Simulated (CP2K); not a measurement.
Crystal: ZrC.

```
Zr C
1.0
     3.34462    0.00000    0.00000
     1.67231    2.89652    0.00000
     1.67231    0.96551    2.73087
Zr C
1 1
Direct
  0.50000 0.50000 0.50000
  0.00000 0.00000 0.00000
```

Base run:

* Program: CP2K 2026.2
* Functional: PBEsol
* Potentials or basis: POTENTIAL_UZH Zr GTH-PBE-q12, C GTH-PBE-q4; TZVP-MOLOPT-PBE-GTH basis
* Density cutoff: 6123 eV
* k mesh: 10 × 10 × 10
* Occupations: gaussian, width 0.1 eV
* Spin: no spin polarisation

Its results: band gap on the k mesh none (metal or under the smearing width); pressure -5.8 GPa.

**Question.** The run is repeated on the same cell with these changes: functional from PBEsol to PBE; occupations from gaussian, width 0.1 eV to gaussian, width 0.02 eV. What comes out?

**Answer.** Band gap on the k mesh none (metal or under the smearing width); pressure -1.0 GPa.

Caveats: the basis of atomic orbitals isn't converged, which shifts pressures, moduli and gaps; the potentials were made for another functional, which shifts forces and pressure (some runs).
